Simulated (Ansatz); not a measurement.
Clean, relaxed (110) surface of InAs, space group F-43m (No. 216) (top face towards +c; atoms held fixed, by place in the list: 1, 2, 3, 4):

```xyz
8
Lattice="4.3045 0.0000 0.0000 0.0000 6.0875 0.0000 0.0000 0.0000 23.4567" Properties=species:S:1:pos:R:3 pbc="T T T"
In    2.1522    3.0437    8.5000
As    0.0000    1.5219    8.5000
In    0.0000    0.0000   10.6522
As    2.1522    4.5656   10.6522
In    2.1522    3.0860   12.9236
As    0.0000    1.5764   12.7983
In    0.0000   -0.3742   14.5061
As    2.1522    4.4158   15.2069
```

The calculation used DFT PBEsol, scalar-relativistic, plane waves, PAW (Ansatz). Settings: cutoff 420 eV, Γ-centred mesh 7×5×1 on the computed 8-atom cell, Gaussian smearing of 0.10 eV; no spin polarisation. A dipole correction removes the field between periodic images along c.

H2 is adsorbed on the top face, one adsorbate per 26.2 Å², and relaxed from 2 starting sites (fractions of a and b). The adsorption energy is E(slab + adsorbate) − E(slab) − E(free adsorbate, spin-polarised where open-shell). Heights count from the highest slab atom after relaxation. With the adsorbate the cell is lengthened along c to keep the vacuum.

```
                            start ends at E_ads (eV) height (Å)
         top (As) at (0.50, 0.73) not bound       -0.02        3.09
hollow (As-As-In) at (0.00, 0.46) not bound       -0.05        1.78
```

It doesn't bind at this level of theory (ends above -0.1 eV count as unbound; no dispersion correction).

Each end is the local minimum or symmetric point that its start leads to. The slab is only 6.5 Å thick, so the energies aren't converged with thickness.